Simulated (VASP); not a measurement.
# LiF (Griceite) (Fm-3m) in VASP: further runs, part 2 of 2

VASP 6.6.1. The steps go on from the part before.

### Step 5. Relaxation of cell and atoms, PBE

INCAR reads:

```
SYSTEM = LiF
PREC = Accurate ; ENCUT = 580
EDIFF = 1E-6 ; ISMEAR = -1
SIGMA = 0.05 ; LREAL = .False.
LASPH = .True. ; NELM = 80
ALGO = Fast ; ISIF = 3
LWAVE = .False. ; LCHARG = .False.
GGA = PE ; IBRION = 2
NSW = 60 ; EDIFFG = -0.01
```

KPOINTS reads:

```
regular mesh
0
Gamma
  11 11 11
  0 0 0
```

POSCAR reads:

```
LiF
1.0
    0.0000000000      2.0140000000      2.0140000000
    2.0140000000      0.0000000000      2.0140000000
    2.0140000000      2.0140000000      0.0000000000
F Li
1 1
Direct
    0.5000000000      0.5000000000      0.5000000000
    0.0000000000      0.0000000000      0.0000000000
```

Potentials or basis: VASP PAW PBE potentials, release 64 (F, Li).

The run is started by

```
cat potpaw_PBE.64/F/POTCAR potpaw_PBE.64/Li/POTCAR > POTCAR
mpirun -np 1 vasp_std > vasp.out
```

Wall time 9.6 s (1 thread of Intel Xeon 6975P-C (Granite Rapids), shared host); peak memory 0.13 GiB.

The run converged. Its results:

```
Free energy                            : -9.6243 eV
Relaxed volume                         : 8.38 Å³/atom
Relaxed cell                           : a = 2.873 Å, b = 2.873 Å, c = 2.873 Å, α = 60.00°, β = 60.00°, γ = 60.00°
Space group after relaxing (to 0.05 Å) : Fm-3m (No. 225)
Energy gained by relaxing              : 1.3 meV/atom
Ionic steps                            : 5
Pressure after relaxing                : 0.1 GPa
Band gap on the k mesh                 : 8.85 eV, direct
```

Step by step:
| step | energy change (eV) | largest force (eV/Å) | pressure (GPa) | volume (Å³) |
| --- | --- | --- | --- | --- |
| 1 | 0.0000 | 0.0000 | 1.95 | 16.34 |
| 2 | -0.0021 | 0.0000 | 0.75 | 16.57 |
| 3 | -0.0025 | 0.0000 | 0.35 | 16.69 |
| 4 | -0.0025 | 0.0000 | -0.60 | 16.91 |
| 5 | -0.0026 | 0.0000 | 0.08 | 16.77 |

Final structure:
```xyz
2
Lattice="0.0000 2.0315 2.0315 2.0315 0.0000 2.0315 2.0315 2.0315 0.0000" Properties=species:S:1:pos:R:3 pbc="T T T"
F     2.0315    2.0315    2.0315
Li    0.0000    0.0000    0.0000
```

Levels at points of the mesh, in eV from the valence-band top:
| k point | band 1 | band 2 | band 3 | band 4 | band 5 | band 6 | band 7 | band 8 |
| --- | --- | --- | --- | --- | --- | --- | --- | --- |
| (0.00, 0.00, 0.00) | -19.94 | 0.00 | 0.00 | 0.00 | 8.85 | 23.78 | 23.78 | 23.78 |

Caveat: an odd mesh through Γ misses points on the zone boundary, where band edges often lie.

### Step 6. Relaxation of cell and atoms, PBE

INCAR reads:

```
PREC = Accurate
ENCUT = 600
EDIFF = 1E-6
ISMEAR = -1
SIGMA = 0.05
LREAL = F
LASPH = T
NELM = 100
ALGO = Fast
ISIF = 3
LWAVE = F
LCHARG = F
GGA = PE
IBRION = 2
NSW = 60
EDIFFG = -0.02
```

KPOINTS reads:

```
regular mesh
0
Gamma
  11 11 11
```

POSCAR is that of step 5.

Potentials or basis: VASP PAW PBE potentials, release 64 (F, Li_sv).

The run is started by

```
cat potpaw_PBE.64/F/POTCAR potpaw_PBE.64/Li_sv/POTCAR > POTCAR
mpirun -np 1 vasp_std > vasp.out
```

OUTCAR:

```text
PREC = Accurate
   ENCUT = 600
   EDIFF = 1E-6
   ISMEAR = -1
   LREAL = F
   LASPH = T
   NELM = 100
   ISIF = 3
   GGA = PE
   IBRION = 2
   NSW = 60
   EDIFFG = -0.02

 ion  position               nearest neighbor table
   1  0.500  0.500  0.500-   2 2.01   2 2.01   2 2.01   2 2.01   2 2.01   2 2.01
   2  0.000  0.000  0.000-   1 2.01   1 2.01   1 2.01   1 2.01   1 2.01   1 2.01

  LATTYP: Found a face centered cubic cell.
 ALAT       =     4.0280000000

  Lattice vectors:

 A1 = (   0.0000000000,   2.0140000000,   2.0140000000)
 A2 = (   2.0140000000,   0.0000000000,   2.0140000000)
 A3 = (   2.0140000000,   2.0140000000,   0.0000000000)

Analysis of symmetry for initial positions (statically):
=====================================================================
 Subroutine PRICEL returns:
 Original cell was already a primitive cell.

 Routine SETGRP: Setting up the symmetry group for a
 face centered cubic supercell.

 Subroutine GETGRP returns: Found 48 space group operations
 (whereof 48 operations were pure point group operations)
 out of a pool of 48 trial point group operations.

The static configuration has the point symmetry O_h .

Analysis of symmetry for dynamics (positions and initial velocities):
=====================================================================
 Subroutine PRICEL returns:
 Original cell was already a primitive cell.

 Routine SETGRP: Setting up the symmetry group for a
 face centered cubic supercell.

 Subroutine GETGRP returns: Found 48 space group operations
 (whereof 48 operations were pure point group operations)
 out of a pool of 48 trial point group operations.

The dynamic configuration has the point symmetry O_h .

 Subroutine INISYM returns: Found 48 space group operations
 (whereof 48 operations are pure point group operations),
 and found     1 'primitive' translations

----------------------------------------------------------------------------------------

                                     Primitive cell

  volume of cell :      16.3384

  direct lattice vectors                    reciprocal lattice vectors
     0.000000000  2.014000000  2.014000000    -0.248262165  0.248262165  0.248262165
     2.014000000  0.000000000  2.014000000     0.248262165 -0.248262165  0.248262165
     2.014000000  2.014000000  0.000000000     0.248262165  0.248262165 -0.248262165

  length of vectors
     2.848226115  2.848226115  2.848226115     0.430002683  0.430002683  0.430002683

  position of ions in fractional coordinates (direct lattice)
     0.500000000  0.500000000  0.500000000
     0.000000000  0.000000000  0.000000000

  ion indices of the primitive-cell ions
   primitive index   ion index
                 1           1
                 2           2

----------------------------------------------------------------------------------------

 KPOINTS: regular mesh

Automatic generation of k-mesh.
[... 26 lines left out ...]
  0.272727  0.000000  0.000000      8.000000
  0.363636  0.000000  0.000000      8.000000
  0.454545  0.000000  0.000000      8.000000
[... 16 lines left out ...]
 -0.272727  0.181818  0.000000     24.000000
 -0.181818  0.181818  0.000000     12.000000
 [... further k-points ...]
   k-points           NKPTS =     56   k-points in BZ     NKDIM =     56   number of bands    NBANDS=      9
   number of dos      NEDOS =    301   number of ions     NIONS =      2
   total plane-waves  NPLWV =  13824
   dimension x,y,z NGX =    24 NGY =   24 NGZ =   24
   dimension x,y,z NGXF=    48 NGYF=   48 NGZF=   48
   ions per type =               1   1
   NGX,Y,Z   is equivalent  to a cutoff of  14.01, 14.01, 14.01 a.u.
   NGXF,Y,Z  is equivalent  to a cutoff of  28.02, 28.02, 28.02 a.u.
 SYSTEM =  unknown system
   PREC   = accura    normal or accurate (medium, high low for compatibility)
   ISTART =      0    job   : 0-new  1-cont  2-samecut
   ICHARG =      2    charge: 1-file 2-atom 10-const
   ISPIN  =      1    spin polarized calculation?
   LNONCOLLINEAR =      F non collinear calculations
   LSORBIT =      F    spin-orbit coupling
   LASPH  =      T    aspherical Exc in radial PAW
   ENCUT  =  600.0 eV  44.10 Ry    6.64 a.u.   5.69  5.69  5.69*2*pi/ulx,y,z
   NELM   =    100;   NELMIN=  2; NELMDL= -5     # of ELM steps
   EDIFF  = 0.1E-05   stopping-criterion for ELM
   LREAL  =      F    real-space projection
   EDIFFG = -.2E-01   stopping-criterion for IOM
   NSW    =     60    number of steps for IOM
   IBRION =      2    ionic relax: 0-MD 1-quasi-New 2-CG
   NFREE  =      1    steps in history (QN), initial steepest desc. (CG)
   ISIF   =      3    stress and relaxation
   ISYM   =      2    0-nonsym 1-usesym 2-fastsym
   POTIM  = 0.5000    time-step for ionic-motion
   TEBEG  =    0.0;   TEEND  =   0.0 temperature during run
   PSTRESS=    0.0 pullay stress
   NELECT =      10.0000    total number of electrons
   NUPDOWN=      -1.0000    fix difference up-down
   EMIN   =  10.00;   EMAX   =-10.00  energy-range for DOS
   EFERMI =   0.00;   METHOD = LEGACY
   ISMEAR =    -1;   SIGMA  =   0.05  broadening in eV -4-tet -1-fermi 0-gaus
   EFERMI_NEDOS =   21; number of points for ismear=-14 and -15
   IALGO  =     68    algorithm
   IMIX   =      4    mixing-type and parameters
     AMIX     =   0.40;   BMIX     =  1.00
     AMIX_MAG =   1.60;   BMIX_MAG =  1.00
  volume/ion in A,a.u.               =       8.17        55.13
  Fermi-wavevector in a.u.,A,eV,Ry     =   1.389970  2.626662 26.286674  1.932016
  Thomas-Fermi vector in A             =   2.513950
   LORBIT       =      0    0 simple, 1 ext, 2 COOP (PROOUT), +10 PAW based schemes
   GGA     = PE    functional components
   LHFCALC =     F    Hartree Fock is set to
   AEXX    =    0.0000 exact exchange contribution
   IVDW    =     0    specifies the selected vdW correction
   LEPSILON=     F    determine dielectric tensor
   LRPA    =     F    only Hartree local field effects (RPA)
 conjugate gradient relaxation of ions
 non-spin polarized calculation
 RMM-DIIS sequential band-by-band and
  energy-cutoff  :      600.00
  volume of cell :       16.34
 maximum number of plane-waves:       556
   NGX = 11   NGY = 11   NGZ = 11

--------------------------------------- Ionic step        1  -------------------------------------------

 number of electron      10.0000000 magnetization

 number of electron       9.9999992 magnetization

 Free energy of the ion-electron system (eV)
  ---------------------------------------------------
  ext. energy  EPLUGINS =         0.00000000
  ---------------------------------------------------
  free energy    TOTEN  =        -9.64004764 eV

  energy without entropy =       -9.64004764  energy(sigma->0) =       -9.64004764

------------------------ aborting loop because EDIFF is reached ----------------------------------------

  FORCE on cell =-STRESS in cart. coord.  units (eV):
  Direction    XX          YY          ZZ          XY          YZ          ZX
  --------------------------------------------------------------------------------------
  -------------------------------------------------------------------------------------
  Total        0.1388906      0.1388906      0.1388906      0.0000000     -0.0000000      0.0000000
  in kB       13.6199322     13.6199322     13.6199322      0.0000000     -0.0000000      0.0000000
  external PRESSURE =      13.6199322 kB  Pullay stress =       0.0000000 kB
[... 23 lines left out ...]
--------------------------------------- Ionic step        2  -------------------------------------------

 number of electron       9.9999991 magnetization

 E-fermi :   0.1083     XC(G=0):  -9.9344

 val. band max:       -1.0825013495   @ k =   0.0000   0.0000   0.0000
 cond. band min:       7.9175523539   @ k =   0.0000   0.0000   0.0000
 fundamental gap:      9.0000537034
 Fermi energy:         0.1082969848

 k-point     1 :       0.0000    0.0000    0.0000
  band No.  band energies     occupation
      1     -42.0200      2.00000
      2     -21.0294      2.00000
      3      -1.0825      2.00000
      4      -1.0825      2.00000
      5      -1.0825      2.00000
      6       7.9176      0.00000
      7      22.7533      0.00000
      8      22.7533      0.00000
      9      22.7538      0.00000
[... 311 lines left out ...]
--------------------------------------- Ionic step        3  -------------------------------------------

 number of electron       9.9999991 magnetization

 Free energy of the ion-electron system (eV)
  ---------------------------------------------------
  ext. energy  EPLUGINS =         0.00000000
  ---------------------------------------------------
  free energy    TOTEN  =        -9.64137060 eV

  energy without entropy =       -9.64137060  energy(sigma->0) =       -9.64137060

 E-fermi :  -0.0685     XC(G=0):  -9.8785

 val. band max:       -1.1504862355   @ k =   0.0000   0.0000   0.0000
 cond. band min:       7.7489446487   @ k =   0.0000   0.0000   0.0000
 fundamental gap:      8.8994308841
 Fermi energy:        -0.0684831409

 k-point     1 :       0.0000    0.0000    0.0000
  band No.  band energies     occupation
      1     -42.1154      2.00000
      2     -21.0664      2.00000
      3      -1.1505      2.00000
      4      -1.1505      2.00000
      5      -1.1505      2.00000
      6       7.7489      0.00000
      7      22.5333      0.00000
      8      22.5333      0.00000
      9      22.5333      0.00000
[... 305 lines left out ...]
  FREE ENERGIE OF THE ION-ELECTRON SYSTEM (eV)
  ---------------------------------------------------
  free  energy   TOTEN  =        -9.6413705952 eV

  energy  without entropy=       -9.6413705951  energy(sigma->0) =       -9.64137060

 reached required accuracy - stopping structural energy minimisation
```

CONTCAR:

```text
LiF
   1.00000000000000
     0.0000000000000000    2.0285339084753615    2.0285339084753615
     2.0285339084753615   -0.0000000000000000    2.0285339084753615
     2.0285339084753615    2.0285339084753615    0.0000000000000000
  F               Li
     1     1
Direct
     0.5000000000000000    0.5000000000000000    0.5000000000000000
     0.0000000000000000    0.0000000000000000    0.0000000000000000

  0.00000000E+00  0.00000000E+00  0.00000000E+00
  0.00000000E+00  0.00000000E+00  0.00000000E+00
```

Wall time 10 s (1 thread of Intel Xeon 6975P-C (Granite Rapids), shared host); peak memory 0.13 GiB.

Results:

```yaml
Free_energy: -9.6414 eV
Relaxed_volume: 8.35 Å³/atom
Relaxed_cell: a = 2.869 Å, b = 2.869 Å, c = 2.869 Å, α = 60.00°, β = 60.00°, γ = 60.00°
Space_group_after_relaxing_to_0.05_Å: Fm-3m (No. 225)
Energy_gained_by_relaxing: 0.7 meV/atom
Ionic_steps: 3
Pressure_after_relaxing: -0.1 GPa
Band_gap_on_the_k_mesh: 8.90 eV, direct
```

The path:
```csv
step,energy change (eV),largest force (eV/Å),pressure (GPa),volume (Å³)
1,0.0000,0.0000,1.36,16.34
2,-0.0010,0.0000,0.65,16.50
3,-0.0013,0.0000,-0.13,16.69
```

Final structure:
```xyz
2
Lattice="0.0000 2.0285 2.0285 2.0285 0.0000 2.0285 2.0285 2.0285 0.0000" Properties=species:S:1:pos:R:3 pbc="T T T"
F     2.0285    2.0285    2.0285
Li    0.0000    0.0000    0.0000
```

Caveat: the cutoff is under 1.25 times the usual one of these potentials, so pressure, stress and relaxed cells hold a basis-set (Pulay) error; an odd mesh through Γ misses points on the zone boundary, where band edges often lie.

### Step 7. Overview

| task | potentials or basis | cell | k mesh | cutoff (eV) | smearing | mesh quality | gap on the mesh (eV) | pressure (GPa) | relaxed volume (Å³/atom) |
| --- | --- | --- | --- | --- | --- | --- | --- | --- | --- |
| single point | VASP PAW PBE potentials, release 64 (F_GW, Li_GW) | as given | 5 × 5 × 5 | 500 | gaussian 0.02 eV | coarse | 9.05 | - | - |
| single point | VASP PAW PBE potentials, release 64 (F, Li_sv) | as given | 11 × 11 × 11 | 520 | gaussian 0.029 eV | not flagged | 9.09 | - | - |
| relaxation of cell and atoms | VASP PAW PBE potentials, release 64 (F, Li) | relaxed | 11 × 11 × 11 | 580 | fermi-dirac 0.05 eV | not flagged | 8.85 | 0.1 | 8.38 |
| relaxation of cell and atoms | VASP PAW PBE potentials, release 64 (F, Li_sv) | relaxed | 11 × 11 × 11 | 600 | fermi-dirac 0.05 eV | not flagged | 8.90 | -0.1 | 8.35 |

Alike in all rows: level PBE; no spin polarisation.

Caveats: some runs use coarse meshes; the cutoff is under 1.25 times the usual one of these potentials, so pressure, stress and relaxed cells hold a basis-set (Pulay) error (some runs); an odd mesh through Γ misses points on the zone boundary, where band edges often lie (some runs).

Absolute energies hang on the potentials; compare differences alone.
